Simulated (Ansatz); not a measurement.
# SiO2: how the settings move a single-point run

Aim: see which settings change the result for SiO2, by how much, and at what cost. The cell is built on a prototype (fluorite) and needn't be the phase found in nature.

Program: Ansatz 0.2.0. Level of theory: reference: DFT, PBE, plane waves, PAW. These are calculated values, not measurements.

2 further runs of the same task are left out: 1 for a known fault of the program, 1 that didn't finish.

## 1. Starting point

Symmetry: Fm-3m, No. 225, cubic system. The conventional cell has a = 4.528 Å, b = 4.528 Å, c = 4.528 Å, α = 90.00°, β = 90.00°, γ = 90.00°. Si (site symmetry m-3m) is surrounded by 8 O at 1.96 Å. O (site symmetry -43m) has 4 Si at 1.96 Å as nearest neighbours.

Coordinates:

```cif
data_structure
_symmetry_space_group_name_H-M 'P 1'
_symmetry_Int_Tables_number 1
_cell_length_a 3.2020
_cell_length_b 3.2020
_cell_length_c 3.2020
_cell_angle_alpha 60.000
_cell_angle_beta 60.000
_cell_angle_gamma 60.000
_cell_volume 23.21
loop_
_atom_site_label
_atom_site_type_symbol
_atom_site_fract_x
_atom_site_fract_y
_atom_site_fract_z
_atom_site_occupancy
Si1 Si 0.00000 0.00000 0.00000 1
O1 O 0.25000 0.25000 0.25000 1
O2 O 0.75000 0.75000 0.75000 1
```

## 2. Baseline

input.yaml

```yaml
crystal:
  lattice:
    - [0.0, 2.2641691167, 2.2641691167]
    - [2.2641691167, 0.0, 2.2641691167]
    - [2.2641691167, 2.2641691167, 0.0]
  atoms:
    - { symbol: Si, position: [0.0, 0.0, 0.0] }
    - { symbol: O, position: [0.25, 0.25, 0.25] }
    - { symbol: O, position: [0.75, 0.75, 0.75] }
kpoints:
  mp_grid: { grid: [6, 6, 6] }
hamiltonian:
  xc: pbe
scf:
  occupations: { method: fixed }
  n_extra_bands: 4
output:
  forces: true
  stress: true
  eigenvalues: true
```

Command:

```bash
> ansatz run input.yaml --threads 4 --pin off --max-ram 3686MiB --backend cpu --events-out ev --progress --plain --runs-dir out
```

## 3. Variant: mp_grid.shift [0.5, 0.5, 0.5]

input.yaml: that of step 2 with these lines changed.

```diff
@@ -10,3 +10,3 @@
 kpoints:
-  mp_grid: { grid: [6, 6, 6] }
+  mp_grid: { grid: [6, 6, 6], shift: [0.5, 0.5, 0.5] }
 hamiltonian:
```

## 4. Variant: mp_grid.grid [8, 8, 1]

input.yaml: that of step 2 with these lines changed.

```diff
@@ -10,3 +10,3 @@
 kpoints:
-  mp_grid: { grid: [6, 6, 6] }
+  mp_grid: { grid: [8, 8, 1] }
 hamiltonian:
```

## 5. Changing settings: xc mr2scan

input.yaml: that of step 2 with these lines changed.

```diff
@@ -12,3 +12,3 @@
 hamiltonian:
-  xc: pbe
+  xc: mr2scan
 scf:
```

**Question.** What will these runs give? Wanted: for each run, ending; energy change; pressure; gap; force.

The runs gave:

```tsv
run	ending	energy change	pressure (GPa)	gap (eV)	force (eV/Å)	cycles	time
reference	converged	0	9.9	2.09	0.00	6	2 s
1: mp_grid.shift [0.5, 0.5, 0.5]	converged	-0.1 meV/atom	10.0	2.54	0.00	6	2.5 s
2: mp_grid.grid [8, 8, 1]	converged	+345.8 meV/atom	12.9	2.10	0.60	6	2.3 s
3: xc mr2scan	converged	not comparable	0.0	2.71	0.00	7	3.9 s
```

Residual by cycle in the longest SCF loop of each run; runs are numbered as in the table. The quantity is the density residual dr2, in eV.

```tsv
cycle	reference	run 1	run 2	run 3
1	0.0112	0.0112	0.0487	0.0843
2	0.0015	0.00151	0.00878	0.00529
3	8.1e-5	8.1e-5	0.00185	0.00112
4	9.1e-7	9.1e-7	1.6e-5	4.5e-5
5	7.6e-9	8.3e-9	9.7e-7	2.6e-6
6	1.2e-10	9.4e-11	1.6e-9	2.8e-7
7	-	-	-	6.1e-9
```

Of the converged runs whose energies compare with the reference's, «mp_grid.grid [8, 8, 1]» moves the energy most (+345.8 meV/atom) and «mp_grid.shift [0.5, 0.5, 0.5]» least (-0.1 meV/atom).
